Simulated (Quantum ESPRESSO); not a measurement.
# Hg under changes of volume

One of the cells (28.476 Å³/atom); the others are scaled copies at fixed shape and fractional positions:

```xyz
2
Lattice="3.4618 0.0000 0.0000 -1.7309 2.9980 0.0000 0.0000 0.0000 5.4875" Properties=species:S:1:pos:R:3 pbc="T T T"
Hg    0.0000    1.9987    1.3719
Hg    1.7309    0.9993    4.1157
```

| Item | Value |
| --- | --- |
| Program | Quantum ESPRESSO 7.5 |
| Functional | PBE |
| Potentials or basis | SSSP 1.3 efficiency PBE |
| Cutoff | 816 eV |
| Density cutoff | 3265 eV |
| k mesh | 9 × 9 × 5 |
| Occupations | fermi-dirac, width 0.05 eV |
| Spin | no spin polarisation |

```csv
volume (Å³/atom),energy over the lowest point (meV/atom),pressure (GPa)
26.768,?,?
27.337,13.53,1.2
27.907,9.44,0.9
28.476,5.96,0.8
29.046,3.12,0.6
29.615,1.15,0.3
30.185,0.00,0.1
```

Task: What does the run at 26.768 Å³/atom give?

Result: Energy over the lowest point 18.67 meV/atom; pressure 1.5 GPa.

Worked out: A Birch-Murnaghan fit of order 3 (a polynomial in V^(-2/3)) to the other rows has its minimum at 30.60 Å³/atom, just outside them, with B0 = V·E''(V) = 14.4 GPa (rough, since the energies scatter) at fixed shape and positions, which overstates the stiffness. It gives 18.02 meV/atom at 26.768 Å³/atom, against the run's 18.67, and -dE/dV = 1.3 GPa, against 1.5.

Energies are extrapolated to zero smearing.
